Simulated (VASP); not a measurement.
Crystal: HgTe (Coloradoite).

```
Hg Te
1.0
     0.00000    3.21450    3.21450
     3.21450    0.00000    3.21450
     3.21450    3.21450    0.00000
Hg Te
1 1
Direct
  0.00000 0.00000 0.00000
  0.75000 0.75000 0.75000
```

- Program: VASP 6.6.1
- Task: relaxation of cell and atoms
- Functional: PBE
- Potentials or basis: VASP PAW PBE potentials, release 64 (Hg_sv_GW, Te_GW)
- Cutoff: 680 eV
- k mesh: 7 × 7 × 7
- Occupations: fermi-dirac, width 0.05 eV
- Spin: no spin polarisation

At the start: pressure 4.4 GPa; volume 33.22 Å³/atom.

Where does the relaxation end?

Over 3 steps the energy falls by 43.0 meV/atom and the volume is 36.67 Å³/atom (+10.4 %); space group F-43m (No. 216, to 0.05 Å).

Step by step:
```
step  energy change (eV)  largest force (eV/Å)  pressure (GPa)  volume (Å³)
   1              0.0000                0.0000            4.39        66.43
   2             -0.0794                0.0000           -0.93        75.58
   3             -0.0860                0.0000            0.02        73.34
```

Final structure:
```xyz
2
Lattice="0.0000 3.3223 3.3223 3.3223 0.0000 3.3223 3.3223 3.3223 0.0000" Properties=species:S:1:pos:R:3 pbc="T T T"
Hg    0.0000    0.0000    0.0000
Te    4.9835    4.9835    4.9835
```

Caveat: the volume moved by +10 % from the deposited cell, more than functionals usually miss.
